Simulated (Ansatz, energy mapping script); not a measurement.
## VCl2O monolayer: energy mapping under PBE+U (4.16 eV)

How strongly do the moments of VCl2O monolayer couple under PBE+U (4.16 eV)? The plan is to run several orders and fit a Heisenberg model.

Calculated with Ansatz 0.2.0; PBE with U = 4.16 eV on V d, ortho-atomic projectors; plane waves, U on orthogonalised atomic orbitals unless named otherwise, collinear spin, no spin–orbit coupling.

This is a report of a sequence of runs, with most program output left out.

## 1. The structure

The cell holds 4 atoms: 1 V, 2 Cl and 1 O. Cell: a = 3.740 Å, b = 3.503 Å, c = 18.310 Å, α = 90.0°, β = 90.0°, γ = 90.0°. It derives from VCl2O. one layer cut from the bulk crystal, unrelaxed, 15 A of vacuum. Vacuum lies along c.

The cell comes from a database of computed structures, and need not be the one that the compound takes in experiment.

A Hubbard U penalises fractional filling of the shell. It raises the cost of virtual hops to the neighbours, so couplings that rest on such hops usually weaken.

## 2. Which atoms carry moments

One run in the crystal's own cell, under PBEsol with U = 3.52 eV on V d, ortho-atomic projectors, shows which elements keep a moment. Transition or f elements with 0.3 μB or more enter the spin model; moments induced on other atoms do not.

The input, input.yaml:

```yaml
crystal:
  lattice:
    - [3.73957, 0.0, 0.0]
    - [0.0, 3.50306, 0.0]
    - [0.0, 0.0, 18.309677]
  atoms:
    - { symbol: V, position: [0.062003, 0.0, 0.5], spin: 2.0 }
    - { symbol: Cl, position: [0.004547, 0.5, 0.409619] }
    - { symbol: Cl, position: [0.004547, 0.5, 0.590381] }
    - { symbol: O, position: [0.513588, 0.0, 0.5] }
magnetization:
  spin_polarized: true
kpoints:
  mp_grid: { grid: [7, 7, 1] }
hamiltonian:
  xc: pbesol
  hubbard:
    sites: [{ species: V, l: d, u_eff: 3.52 }]
    projectors: ortho-atomic
scf:
  occupations: { method: fermi_dirac, width: 0.05 }
output:
  eigenvalues: true
```

Run with:

```bash
$ ansatz run input.yaml --threads 4 --pin off --max-ram 8192MiB --backend cpu --events-out ev --progress --plain --runs-dir out
```

Elapsed: 6.4 s, on 4 threads of Arm Neoverse V2, shared host; peak memory 0.56 GiB; 24 s of CPU time.

Spin moment in the sphere by atom:

```csv
atom,spin moment in the sphere (μB)
V1,0.832
Cl2,-0.037
Cl3,-0.037
O4,-0.167
```

The run ends ferromagnetic; V carries the moments.

## 3. Seed run in the crystal's own cell

A corrected shell can settle in several orbital fillings. One parallel run, with an occupation width a fifth wider than the orders use, therefore is to supply the occupation matrices. All orders start from them.

input.yaml, the sections that differ from step 2:

```yaml
hamiltonian:
  xc: pbe
  hubbard:
    sites: [{ species: V, l: d, u_eff: 4.16 }]
    projectors: ortho-atomic
scf:
  occupations: { method: fermi_dirac, width: 0.036 }
# crystal, magnetization, kpoints, output: as in step 2
```

Elapsed: 6.4 s, on 4 threads; peak memory 0.55 GiB; 24 s of CPU time.

This step gave:

```
final state                       : ferromagnetic
electrons in the corrected shells : 3.270 e
largest moment                    : 0.851 μB
```

## 4. Parallel start in cell A (8 atoms)

The parallel order is the zero of energy for this cell and mesh.

The input, input.yaml:

```yaml
crystal:
  lattice:
    - [3.73957, 0.0, 0.0]
    - [0.0, 7.00612, 0.0]
    - [0.0, 0.0, 18.309677]
  atoms:
    - { symbol: V, position: [0.062003, 0.0, 0.5], spin: 2.0 }
    - { symbol: V, position: [0.062003, 0.5, 0.5], spin: 2.0 }
    - { symbol: Cl, position: [0.004547, 0.25, 0.409619] }
    - { symbol: Cl, position: [0.004547, 0.75, 0.409619] }
    - { symbol: Cl, position: [0.004547, 0.25, 0.590381] }
    - { symbol: Cl, position: [0.004547, 0.75, 0.590381] }
    - { symbol: O, position: [0.513588, 0.0, 0.5] }
    - { symbol: O, position: [0.513588, 0.5, 0.5] }
magnetization:
  spin_polarized: true
kpoints:
  mp_grid: { grid: [7, 4, 1] }
hamiltonian:
  xc: pbe
  hubbard:
    sites:
      - { species: V, l: d, u_eff: 4.16 }
      - { site: 0, l: d, u_eff: 4.16, starting_ns: [{ spin: up, occupation_matrix: v1_major }, { spin: down, occupation_matrix: v1_minor }] }
      - { site: 1, l: d, u_eff: 4.16, starting_ns: [{ spin: up, occupation_matrix: v1_major }, { spin: down, occupation_matrix: v1_minor }] }
    projectors: ortho-atomic
    occupation_matrices:
      v1_major:
        matrix:
          - [0.844, 0.0, 0.0, 0.266, 0.0]
          - [0.0, 0.31, 0.0, 0.0, 0.0]
          - [0.0, 0.0, 0.295, 0.0, 0.0]
          - [0.266, 0.0, 0.0, 0.522, 0.0]
          - [0.0, 0.0, 0.0, 0.0, 0.322]
      v1_minor:
        matrix:
          - [0.107, 0.0, 0.0, -0.11, 0.0]
          - [0.0, 0.187, 0.0, 0.0, 0.0]
          - [0.0, 0.0, 0.245, 0.0, 0.0]
          - [-0.11, 0.0, 0.0, 0.249, 0.0]
          - [0.0, 0.0, 0.0, 0.0, 0.19]
scf:
  occupations: { method: fermi_dirac, width: 0.03 }
output:
  eigenvalues: true
  write_density: true
  write_potential: true
  elf: true
  volumetric_format: npy
```

The job ended after 19 s (4 threads; peak memory 1.2 GiB).

Spin moment in the sphere by atom:

```csv
atom,spin moment in the sphere (μB)
V1,0.851
V2,0.851
Cl3,-0.038
Cl4,-0.038
Cl5,-0.038
Cl6,-0.038
O7,-0.182
O8,-0.182
```

The run ends ferromagnetic.

Spin density in the ca plane at fractional y = 0.000, with atoms of V and O within 0.2 Å of it.

Ten even steps from '0' (-0.3 e/Å³) to '9' (1.3 e/Å³), each cell a mean:
```
11111111111111111111222221111111111111111111
11111111111111111111111111111111111111111111
11111111111111111111111111111111111111111111
11111111111111111111100011111111111111111111
11111111111111111111100111111111111111111111
11111111111111111111111111111111111111111111
11111111111111111112355421111111111111111111
11111111111111111112589731111111111111111111
```
Columns run along c (18.3 Å), rows up along a (3.7 Å). Atoms in or near the plane, at fractional coordinates: V at (0.50, 0.06), O at (0.50, 0.51).

ELF in the ca plane at fractional y = 0.000, with atoms of V and O within 0.2 Å of it. It is the smooth field of the valence electrons, not physical close to the nuclei.

Ten even steps from '0' (0.00) to '9' (0.80), each cell a mean:
```
00000000000000000000268410000000000000000000
00000000000000000000133210000000000000000000
00000000000000000002799940000000000000000000
00000000000000000005986972000000000000000000
00000000000000000004998971000000000000000000
00000000000000000001345420000000000000000000
00000000000000000001488620000000000000000000
00000000000000000001798941000000000000000000
```
Columns run along c (18.3 Å), rows up along a (3.7 Å). Atoms in or near the plane, at fractional coordinates: V at (0.50, 0.06), O at (0.50, 0.51).

## 5. Order 2: compensated +−, cell A of 8 atoms

This order reverses 2 of the 2 neighbours at 3.50 Å, 0 of the 2 neighbours at 3.74 Å and 4 of the 4 neighbours at 5.12 Å, counted for an average magnetic atom.

input.yaml, as its differences from that of step 4:

```diff
@@ -7,3 +7,3 @@
     - { symbol: V, position: [0.062003, 0.0, 0.5], spin: 2.0 }
-    - { symbol: V, position: [0.062003, 0.5, 0.5], spin: 2.0 }
+    - { symbol: V, position: [0.062003, 0.5, 0.5], spin: -2.0 }
     - { symbol: Cl, position: [0.004547, 0.25, 0.409619] }
@@ -24,3 +24,3 @@
       - { site: 0, l: d, u_eff: 4.16, starting_ns: [{ spin: up, occupation_matrix: v1_major }, { spin: down, occupation_matrix: v1_minor }] }
-      - { site: 1, l: d, u_eff: 4.16, starting_ns: [{ spin: up, occupation_matrix: v1_major }, { spin: down, occupation_matrix: v1_minor }] }
+      - { site: 1, l: d, u_eff: 4.16, starting_ns: [{ spin: up, occupation_matrix: v1_minor }, { spin: down, occupation_matrix: v1_major }] }
     projectors: ortho-atomic
```

It took 11 s on 4 threads; peak memory 1.2 GiB.

Spin moment in the sphere by atom:

```csv
atom,spin moment in the sphere (μB)
V1,0.828
V2,-0.828
Cl3,0.000
Cl4,0.000
Cl5,0.000
Cl6,0.000
O7,-0.170
O8,0.170
```

The run ends antiferromagnetic, 4.89 meV a magnetic atom above the parallel order of its cell.

Spin density in the ca plane at fractional y = 0.000, with atoms of V and O within 0.2 Å of it.

Ten even steps from '0' (-0.2 e/Å³) to '9' (1.2 e/Å³), each cell a mean:
```
11111111111111111111222221111111111111111111
11111111111111111111111111111111111111111111
11111111111111111111111111111111111111111111
11111111111111111111100011111111111111111111
11111111111111111111100111111111111111111111
11111111111111111111111111111111111111111111
11111111111111111112355421111111111111111111
11111111111111111112589731111111111111111111
```
Columns run along c (18.3 Å), rows up along a (3.7 Å). Atoms in or near the plane, at fractional coordinates: V at (0.50, 0.06), O at (0.50, 0.51).

ELF in the ca plane at fractional y = 0.000, with atoms of V and O within 0.2 Å of it. It is the smooth field of the valence electrons, not physical close to the nuclei.

Values, 5 rows by 16 columns, each cell a mean:
```
0.00 0.00 0.00 0.00 0.00 0.01 0.04 0.23 0.30 0.05 0.01 0.00 0.00 0.00 0.00 0.00
0.00 0.00 0.00 0.00 0.00 0.00 0.02 0.51 0.61 0.05 0.00 0.00 0.00 0.00 0.00 0.00
0.00 0.00 0.00 0.00 0.00 0.00 0.04 0.65 0.67 0.11 0.00 0.00 0.00 0.00 0.00 0.00
0.00 0.00 0.00 0.00 0.00 0.00 0.03 0.32 0.39 0.05 0.00 0.00 0.00 0.00 0.00 0.00
0.00 0.00 0.00 0.00 0.00 0.01 0.05 0.52 0.62 0.07 0.01 0.00 0.00 0.00 0.00 0.00
```
Columns run along c (18.3 Å), rows up along a (3.7 Å). Atoms in or near the plane, at fractional coordinates: V at (0.50, 0.06), O at (0.50, 0.51).

## 6. Order 3: parallel, cell B of 8 atoms

A new cell needs its own zero of energy.

This run holds the same structure in another cell (a 3.740 → 7.479 Å, b 7.006 → 3.503 Å).

The input, input.yaml:

```yaml
crystal:
  lattice:
    - [7.47914, 0.0, 0.0]
    - [0.0, 3.50306, 0.0]
    - [0.0, 0.0, 18.309677]
  atoms:
    - { symbol: V, position: [0.0310015, 0.0, 0.5], spin: 2.0 }
    - { symbol: V, position: [0.5310015, 0.0, 0.5], spin: 2.0 }
    - { symbol: Cl, position: [0.0022735, 0.5, 0.409619] }
    - { symbol: Cl, position: [0.5022735, 0.5, 0.409619] }
    - { symbol: Cl, position: [0.0022735, 0.5, 0.590381] }
    - { symbol: Cl, position: [0.5022735, 0.5, 0.590381] }
    - { symbol: O, position: [0.256794, 0.0, 0.5] }
    - { symbol: O, position: [0.756794, 0.0, 0.5] }
magnetization:
  spin_polarized: true
kpoints:
  mp_grid: { grid: [4, 7, 1] }
hamiltonian:
  xc: pbe
  hubbard:
    sites:
      - { species: V, l: d, u_eff: 4.16 }
      - { site: 0, l: d, u_eff: 4.16, starting_ns: [{ spin: up, occupation_matrix: v1_major }, { spin: down, occupation_matrix: v1_minor }] }
      - { site: 1, l: d, u_eff: 4.16, starting_ns: [{ spin: up, occupation_matrix: v1_major }, { spin: down, occupation_matrix: v1_minor }] }
    projectors: ortho-atomic
    occupation_matrices:
      v1_major:
        matrix:
          - [0.844, 0.0, 0.0, 0.266, 0.0]
          - [0.0, 0.31, 0.0, 0.0, 0.0]
          - [0.0, 0.0, 0.295, 0.0, 0.0]
          - [0.266, 0.0, 0.0, 0.522, 0.0]
          - [0.0, 0.0, 0.0, 0.0, 0.322]
      v1_minor:
        matrix:
          - [0.107, 0.0, 0.0, -0.11, 0.0]
          - [0.0, 0.187, 0.0, 0.0, 0.0]
          - [0.0, 0.0, 0.245, 0.0, 0.0]
          - [-0.11, 0.0, 0.0, 0.249, 0.0]
          - [0.0, 0.0, 0.0, 0.0, 0.19]
scf:
  occupations: { method: fermi_dirac, width: 0.03 }
output:
  eigenvalues: true
```

Wall time 16 s (4 threads); peak memory 1.1 GiB.

The run ends ferromagnetic. For each magnetic atom its energy differs from the parallel run of the first cell by -0.10 meV, an error that one common reference would have brought in.

## 7. Order 4: compensated +−, cell B of 8 atoms

This order reverses 0 of the 2 neighbours at 3.50 Å, 2 of the 2 neighbours at 3.74 Å and 4 of the 4 neighbours at 5.12 Å, counted for an average magnetic atom.

input.yaml, as its differences from that of step 6:

```diff
@@ -7,3 +7,3 @@
     - { symbol: V, position: [0.0310015, 0.0, 0.5], spin: 2.0 }
-    - { symbol: V, position: [0.5310015, 0.0, 0.5], spin: 2.0 }
+    - { symbol: V, position: [0.5310015, 0.0, 0.5], spin: -2.0 }
     - { symbol: Cl, position: [0.0022735, 0.5, 0.409619] }
@@ -24,3 +24,3 @@
       - { site: 0, l: d, u_eff: 4.16, starting_ns: [{ spin: up, occupation_matrix: v1_major }, { spin: down, occupation_matrix: v1_minor }] }
-      - { site: 1, l: d, u_eff: 4.16, starting_ns: [{ spin: up, occupation_matrix: v1_major }, { spin: down, occupation_matrix: v1_minor }] }
+      - { site: 1, l: d, u_eff: 4.16, starting_ns: [{ spin: up, occupation_matrix: v1_minor }, { spin: down, occupation_matrix: v1_major }] }
     projectors: ortho-atomic
```

It took 8.1 s on 4 threads; peak memory 1 GiB; 30 s of CPU time.

The run ends antiferromagnetic, 6.42 meV a magnetic atom above the parallel order of its cell.

## 8. Order 5: parallel, cell C of 8 atoms

The parallel order again, as the reference for this cell.

This run holds the same structure in another cell (a 7.479 → 5.124 Å, b 3.503 → 7.006 Å, γ 90.0 → 46.9°).

The input, input.yaml:

```yaml
crystal:
  lattice:
    - [3.73957, 3.50306, 0.0]
    - [0.0, 7.00612, 0.0]
    - [0.0, 0.0, 18.309677]
  atoms:
    - { symbol: V, position: [0.062003, 0.9689985, 0.5], spin: 2.0 }
    - { symbol: V, position: [0.062003, 0.4689985, 0.5], spin: 2.0 }
    - { symbol: Cl, position: [0.004547, 0.2477265, 0.409619] }
    - { symbol: Cl, position: [0.004547, 0.7477265, 0.409619] }
    - { symbol: Cl, position: [0.004547, 0.2477265, 0.590381] }
    - { symbol: Cl, position: [0.004547, 0.7477265, 0.590381] }
    - { symbol: O, position: [0.513588, 0.743206, 0.5] }
    - { symbol: O, position: [0.513588, 0.243206, 0.5] }
magnetization:
  spin_polarized: true
kpoints:
  mp_grid: { grid: [7, 7, 1] }
hamiltonian:
  xc: pbe
  hubbard:
    sites:
      - { species: V, l: d, u_eff: 4.16 }
      - { site: 0, l: d, u_eff: 4.16, starting_ns: [{ spin: up, occupation_matrix: v1_major }, { spin: down, occupation_matrix: v1_minor }] }
      - { site: 1, l: d, u_eff: 4.16, starting_ns: [{ spin: up, occupation_matrix: v1_major }, { spin: down, occupation_matrix: v1_minor }] }
    projectors: ortho-atomic
    occupation_matrices:
      v1_major:
        matrix:
          - [0.844, 0.0, 0.0, 0.266, 0.0]
          - [0.0, 0.31, 0.0, 0.0, 0.0]
          - [0.0, 0.0, 0.295, 0.0, 0.0]
          - [0.266, 0.0, 0.0, 0.522, 0.0]
          - [0.0, 0.0, 0.0, 0.0, 0.322]
      v1_minor:
        matrix:
          - [0.107, 0.0, 0.0, -0.11, 0.0]
          - [0.0, 0.187, 0.0, 0.0, 0.0]
          - [0.0, 0.0, 0.245, 0.0, 0.0]
          - [-0.11, 0.0, 0.0, 0.249, 0.0]
          - [0.0, 0.0, 0.0, 0.0, 0.19]
scf:
  occupations: { method: fermi_dirac, width: 0.03 }
output:
  eigenvalues: true
```

Elapsed: 23 s, on 4 threads; peak memory 1.2 GiB; 89 s of CPU time.

The run ends ferromagnetic. For each magnetic atom its energy differs from the parallel run of the first cell by 0.15 meV, an error that one common reference would have brought in.

## 9. Run 6 (compensated +−; cell C, 8 atoms)

This order reverses 2 of the 2 neighbours at 3.50 Å, 2 of the 2 neighbours at 3.74 Å and 0 of the 4 neighbours at 5.12 Å, counted for an average magnetic atom.

input.yaml, as its differences from that of step 8:

```diff
@@ -7,3 +7,3 @@
     - { symbol: V, position: [0.062003, 0.9689985, 0.5], spin: 2.0 }
-    - { symbol: V, position: [0.062003, 0.4689985, 0.5], spin: 2.0 }
+    - { symbol: V, position: [0.062003, 0.4689985, 0.5], spin: -2.0 }
     - { symbol: Cl, position: [0.004547, 0.2477265, 0.409619] }
@@ -24,3 +24,3 @@
       - { site: 0, l: d, u_eff: 4.16, starting_ns: [{ spin: up, occupation_matrix: v1_major }, { spin: down, occupation_matrix: v1_minor }] }
-      - { site: 1, l: d, u_eff: 4.16, starting_ns: [{ spin: up, occupation_matrix: v1_major }, { spin: down, occupation_matrix: v1_minor }] }
+      - { site: 1, l: d, u_eff: 4.16, starting_ns: [{ spin: up, occupation_matrix: v1_minor }, { spin: down, occupation_matrix: v1_major }] }
     projectors: ortho-atomic
```

It took 12 s on 4 threads; peak memory 1.1 GiB; 44 s of CPU time.

The run ends antiferromagnetic, 7.82 meV a magnetic atom above the parallel order of its cell.

## 10. Order 7: parallel, cell D of 12 atoms

The input, input.yaml:

```yaml
crystal:
  lattice:
    - [3.73957, 3.50306, 0.0]
    - [0.0, 10.50918, 0.0]
    - [0.0, 0.0, 18.309677]
  atoms:
    - { symbol: V, position: [0.062003, 0.979332333, 0.5], spin: 2.0 }
    - { symbol: V, position: [0.062003, 0.312665667, 0.5], spin: 2.0 }
    - { symbol: V, position: [0.062003, 0.645999, 0.5], spin: 2.0 }
    - { symbol: Cl, position: [0.004547, 0.165151, 0.409619] }
    - { symbol: Cl, position: [0.004547, 0.498484333, 0.409619] }
    - { symbol: Cl, position: [0.004547, 0.831817667, 0.409619] }
    - { symbol: Cl, position: [0.004547, 0.165151, 0.590381] }
    - { symbol: Cl, position: [0.004547, 0.498484333, 0.590381] }
    - { symbol: Cl, position: [0.004547, 0.831817667, 0.590381] }
    - { symbol: O, position: [0.513588, 0.828804, 0.5] }
    - { symbol: O, position: [0.513588, 0.162137333, 0.5] }
    - { symbol: O, position: [0.513588, 0.495470667, 0.5] }
magnetization:
  spin_polarized: true
kpoints:
  mp_grid: { grid: [7, 4, 1] }
hamiltonian:
  xc: pbe
  hubbard:
    sites:
      - { species: V, l: d, u_eff: 4.16 }
      - { site: 0, l: d, u_eff: 4.16, starting_ns: [{ spin: up, occupation_matrix: v1_major }, { spin: down, occupation_matrix: v1_minor }] }
      - { site: 1, l: d, u_eff: 4.16, starting_ns: [{ spin: up, occupation_matrix: v1_major }, { spin: down, occupation_matrix: v1_minor }] }
      - { site: 2, l: d, u_eff: 4.16, starting_ns: [{ spin: up, occupation_matrix: v1_major }, { spin: down, occupation_matrix: v1_minor }] }
    projectors: ortho-atomic
    occupation_matrices:
      v1_major:
        matrix:
          - [0.844, 0.0, 0.0, 0.266, 0.0]
          - [0.0, 0.31, 0.0, 0.0, 0.0]
          - [0.0, 0.0, 0.295, 0.0, 0.0]
          - [0.266, 0.0, 0.0, 0.522, 0.0]
          - [0.0, 0.0, 0.0, 0.0, 0.322]
      v1_minor:
        matrix:
          - [0.107, 0.0, 0.0, -0.11, 0.0]
          - [0.0, 0.187, 0.0, 0.0, 0.0]
          - [0.0, 0.0, 0.245, 0.0, 0.0]
          - [-0.11, 0.0, 0.0, 0.249, 0.0]
          - [0.0, 0.0, 0.0, 0.0, 0.19]
scf:
  occupations: { method: fermi_dirac, width: 0.03 }
output:
  eigenvalues: true
```

The job ended after 49 s (4 threads; peak memory 2.1 GiB).

The run ends ferromagnetic. For each magnetic atom its energy differs from the parallel run of the first cell by 0.15 meV, an error that one common reference would have brought in.

(Continued in part 2 of 2.)

[Logs and program files are shortened in this print: banners, set-up blocks, solver, clock and traceback lines can be left out without a mark of their own.]

[Logs are printed without paths, hosts, clocks, repeated set-up lines and the standing remarks that a program may print on its own settings, such as how far it seeks lower states.]

[Hosts, paths, dates, database ids (printed as entryN), source tags and the programs' standing remarks are cut or masked in the printed files.]

[Where a cell is said to come from a database of computed structures, the database is the Materials Project.]
